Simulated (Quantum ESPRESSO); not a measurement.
Crystal: SnO.

```
Sn O
1.0
     3.81370    0.00000    0.00000
     0.00000    3.81370    0.00000
     0.00000    0.00000    4.88691
Sn O
2 2
Direct
  0.50000 0.00000 0.76463
  0.00000 0.50000 0.23537
  0.00000 0.00000 0.00000
  0.50000 0.50000 0.00000
```

The cell is a database's computed one.

- Program: Quantum ESPRESSO 7.5
- Task: single point
- Functional: PBEsol
- Potentials or basis: GBRV 1.5 PBEsol
- Cutoff: 925 eV
- Density cutoff: 7401 eV
- k mesh: 7 × 7 × 6
- Occupations: fermi-dirac, width 0.05 eV
- Spin: no spin polarisation

On this cell: pressure -0.5 GPa; largest force 0.112 eV/Å; band gap on the k mesh 0.37 eV, indirect (least direct gap 1.98 eV).

The same run follows on a disturbed copy (atoms moved at random, drawn with an rms of 0.05 Å):

```
Sn O
1.0
     3.81370    0.00000    0.00000
     0.00000    3.81370    0.00000
     0.00000    0.00000    4.88691
Sn O
2 2
Cartesian
  1.9419 -0.0165 3.7618
  0.0122 1.9097 1.0991
  0.0261 0.0131 -0.0093
  1.8823 1.8902 -0.0079
```

Q: What does the disturbed cell give?

A: The energy moves by +12.2 meV/atom; pressure 2.0 GPa; largest force 0.888 eV/Å; band gap on the k mesh 0.59 eV, indirect (least direct gap 1.87 eV).

Forces in eV/Å, atoms in the order of the input:
```
Sn  -0.110  0.049 -0.799
Sn  -0.087 -0.005  0.884
O   -0.190 -0.183 -0.028
O    0.387  0.139 -0.057
```

Stress tensor (GPa, compression positive):
```
 1.77  0.04 -0.14
 0.04  1.66 -0.01
-0.14 -0.01  2.50
```

Caveats: spin-orbit coupling is left out, which moves the levels of the heavy elements; an odd mesh through Γ misses points on the zone boundary, where band edges often lie.
